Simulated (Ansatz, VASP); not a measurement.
Sb in VASP and in Ansatz

```
Sb
1.0
     3.22838   -3.20919   -0.31289
     3.22838    3.20919   -0.31289
    -3.44018    0.00000    5.04097
Sb
3
Direct
  0.14112 0.67128 0.99656
  0.67128 0.14112 0.99656
  0.85427 0.85427 0.50689
```

Alike in both runs: functional PBE; k mesh 4 × 4 × 4; occupations gaussian, width 0.1 eV; no spin polarisation.

Ansatz relaxed the structure, and its values are those at the end. VASP's run is a single point on that final structure, the one shown.

|  | VASP | Ansatz |
| --- | --- | --- |
| version | VASP 6.6.1 | Ansatz 0.2.0 |
| potentials or method | VASP PAW PBE potentials, release 64 (Sb) | scalar-relativistic, plane waves, PAW |
| plane-wave cutoff (eV) | 520 | 420 |
| valence electrons in the cell | 15 | 45 |

Ansatz gave:

- gap on the k mesh at the Fermi level (eV): none
- pressure (GPa): 0.1
- rms of the force components (eV/Å): 0.018

Question: Estimate VASP's values.

Answer: gap on the k mesh at the Fermi level (eV): none; pressure (GPa): 0.1; rms of the force components (eV/Å): 0.016.

A gap of «none» marks a metal or a gap that the smearing closes. The two sets of potentials don't hold the same shells in valence.

Caveats: the k mesh is coarse (spacing up to 0.40 Å⁻¹), so the values aren't converged. The runs have no spin-orbit coupling, so splittings on Sb are missing.
